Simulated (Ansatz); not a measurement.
# Perturbing SiC

Base: a refined structure from the COD whose atoms were relaxed with PBE, the cell held.

```yaml
crystal:
  lattice:
    - [1.53890, -2.66750, 0.00000]
    - [1.53890, 2.66750, 0.00000]
    - [0.00000, 0.00000, 15.12190]
  atoms:
    - { symbol: Si, position: [0.16666, 0.83334, 0.85772] }
    - { symbol: Si, position: [0.83334, 0.16666, 0.35772] }
    - { symbol: Si, position: [0.50011, 0.49989, 0.52451] }
    - { symbol: Si, position: [0.49989, 0.50011, 0.02451] }
    - { symbol: Si, position: [0.83344, 0.16656, 0.69122] }
    - { symbol: Si, position: [0.16656, 0.83344, 0.19122] }
    - { symbol: C, position: [0.50018, 0.49982, 0.64981] }
    - { symbol: C, position: [0.49982, 0.50018, 0.14981] }
    - { symbol: C, position: [0.16662, 0.83338, 0.98268] }
    - { symbol: C, position: [0.83338, 0.16662, 0.48268] }
    - { symbol: C, position: [0.83340, 0.16660, 0.81619] }
    - { symbol: C, position: [0.16660, 0.83340, 0.31619] }
```

Atoms are numbered from 1 in the order listed; like atoms form one site, named after its first atom.

The numbers come from a DFT calculation in Ansatz (PBE, plane waves and PAW (field gradients read without the response of the frozen cores, which leaves them typically 4 to 6 % off), scalar-relativistic, 420 eV cutoff, Γ-centred 10×10×2 k-points, Fermi–Dirac smearing 0.02 eV).

Question: Variant: z compressed by 3 %, ions at fixed fractional positions. What happens to the gradients (10²¹ V/m²)?

Answer: 

| site | atoms | V_zz base | η base | V_zz variant | η variant |
| --- | --- | --- | --- | --- | --- |
| Si1 | 1, 2 | 0.21 | 0.02 | -0.77 | 0.01 |
| Si3 | 3, 4 | -0.052 | 0.10 | -1.08 | 0.00 |
| Si5 | 5, 6 | 0.24 | 0.02 | -0.71 | 0.01 |
| C7 | 7, 8 | 0.21 | 0.06 | -0.23 | 0.06 |
| C9 | 9, 10 | 0.068 | 0.20 | -0.41 | 0.03 |
| C11 | 11, 12 | 0.032 | 0.42 | -0.46 | 0.03 |

The largest change of V_zz is on Si3, from -0.052 to -1.08. V_zz changes sign on Si5 (same axis), C7 (same axis), Si1 (same axis), C9 (same axis), C11 (same axis).

For the variant: At this changed cell the PBE pressure is 11 GPa. The atoms aren't relaxed in the changed cell (largest force 0.4 eV/Å).
